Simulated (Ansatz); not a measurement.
A surface is cut from this relaxed crystal of V:

Space group Im-3m (No. 229). a = 2.997 Å, b = 2.997 Å, c = 2.997 Å, α = 90.00°, β = 90.00°, γ = 90.00°
```csv
atom,site,symmetry,x,y,z
V,2a,m-3m,0.0000,0.0000,0.0000
```

Miller indices refer to the conventional cell of Im-3m (No. 229), a = 2.997 Å, b = 2.997 Å, c = 2.997 Å, α = 90.00°, β = 90.00°, γ = 90.00°.

The (110) slab of 6 planes, 10.6 Å thick with 15 Å of vacuum as cut; outer planes V (top) and V (bottom).

Level of theory: DFT PBE, scalar-relativistic, plane waves, PAW (Ansatz). Cutoff 420 eV; k points 14×14×1 on the computed 6-atom cell (Γ-centred); Gaussian smearing, width 0.10 eV; no spin polarisation. A dipole correction removes the field between periodic images along c.

With the atoms at the bulk's places:

```
Surface energy (mean of both faces) : 2.51 J/m²
Work function                       : 4.83 eV
```

Question: What changes when all atoms relax within this surface cell and its symmetry?

Answer: The energy falls by 0.073 J/m² a face, and the largest move is 0.13 Å.

| Property | Result |
| --- | --- |
| Surface energy (mean of both faces) | 2.44 J/m² |
| Work function | 4.76 eV |

```csv
plane (bottom to top),atoms,"spacing to next, bulk (Å)",relaxed (Å),change (%)
1,V,2.119,1.997,-5.8
2,V,2.119,2.121,+0.1
3,V,2.119,2.105,-0.7
4,V,2.119,2.121,+0.1
5,V,2.119,1.997,-5.8
6,V,,,
```